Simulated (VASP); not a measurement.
Set up this calculation in VASP 6.6.1, as the native input.

- Task: single point
- Functional: r2SCAN
- Potentials or basis: VASP PAW PBE potentials, release 64 (Ga_d, P)
- Cutoff: 520 eV
- k mesh: 8 × 8 × 8
- Occupations: gaussian, width 0.01 eV
- Spin: no spin polarisation
- Dipole correction: no
- Further INCAR settings: ALGO = Normal; EDIFF = 1e-07; NBANDS = 16

Crystal: GaP.

```
Ga P
1.0
     0.00000    2.72551    2.72551
     2.72551    0.00000    2.72551
     2.72551    2.72551    0.00000
Ga P
1 1
Direct
  0.00000 0.00000 0.00000
  0.25000 0.25000 0.25000
```

The cell was built by a generator and needn't be a form met in nature.

These files were run (other wordings do the same):

POSCAR

```
GaP
1.0
    0.0000000000      2.7255091395      2.7255091395
    2.7255091395      0.0000000000      2.7255091395
    2.7255091395      2.7255091395      0.0000000000
Ga P
1 1
Direct
    0.0000000000      0.0000000000      0.0000000000
    0.2500000000      0.2500000000      0.2500000000
```

INCAR.step1

```
ALGO = Normal ; EDIFF = 1E-4
ENCUT = 520 ; GGA = PE
ISMEAR = 0 ; LASPH = True
LCHARG = False ; LREAL = False
LWAVE = True ; NBANDS = 16
NELM = 100 ; PREC = Accurate
SIGMA = 0.01
```

INCAR.step2

```
ALGO = Normal ; EDIFF = 1E-7
ENCUT = 520 ; ISIF = 2
ISMEAR = 0 ; ISTART = 1
LASPH = True ; LCHARG = True
LELF = True ; LMIXTAU = True
LREAL = False ; LVHAR = True
LWAVE = False ; METAGGA = R2SCAN
NBANDS = 16 ; NELM = 100
PREC = Accurate ; SIGMA = 0.01
```

KPOINTS

```
k-points
0
Gamma
  8 8 8
```

Potentials or basis: VASP PAW PBE potentials, release 64 (Ga_d, P).

Command:

```bash
$ cat potpaw_PBE.64/Ga_d/POTCAR potpaw_PBE.64/P/POTCAR > POTCAR
$ cp INCAR.step1 INCAR
$ mpirun -np 1 vasp_std > vasp.out
$ cp INCAR.step2 INCAR
$ mpirun -np 1 vasp_std > vasp.out
```

Results of the run:

The pressure is 0.0 GPa. The band gap on the k mesh is 1.90 eV, indirect (least direct gap 2.34 eV).

Caveat: the PAW data sets were made with another functional, which shifts forces and pressure a little.

It took 93 s on 1 thread of Intel(R) Xeon(R) Platinum 8259CL CPU @ 2.50GHz (Skylake/Cascade Lake), with other jobs on the host, peak memory 0.18 GiB.
